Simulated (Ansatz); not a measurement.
Here is an Ansatz 0.2.0 calculation.

The input input.yaml:

```yaml
crystal:
  lattice:
    - [4.2611695877, 0.0, 0.0]
    - [-2.1305847939, 3.6902811128, 0.0]
    - [0.0, 0.0, 5.80417294]
  atoms:
    - { symbol: Cd, position: [0.0, 0.0, 0.44269192] }
    - { symbol: S, position: [0.6666666667, 0.3333333333, 0.43430808] }
kpoints:
  mp_grid: { grid: [7, 7, 5] }
scf:
  occupations: { method: fermi_dirac, width: 0.05 }
hamiltonian:
  xc: pbe
  pseudopotentials: { kind: all_electron, lapw: { basis_error: 0.001 } }
output:
  forces: true
  stress: true
  eigenvalues: true
  populations: true
```

Potentials or basis: all-electron LAPW, scalar-relativistic.

Run with:

```sh
$ ansatz run input.yaml --threads 1 --pin off --max-ram 3072MiB --backend cpu --events-out ev --progress --plain --runs-dir out
```

(1) Predict the largest force.

(2) Estimate the Loewdin charges.

Results:

(1) 0.005 eV/Å.

(2) Cd +1.28; S -1.10 e.

Caveat: an odd mesh through Γ misses points on the zone boundary, where band edges often lie.
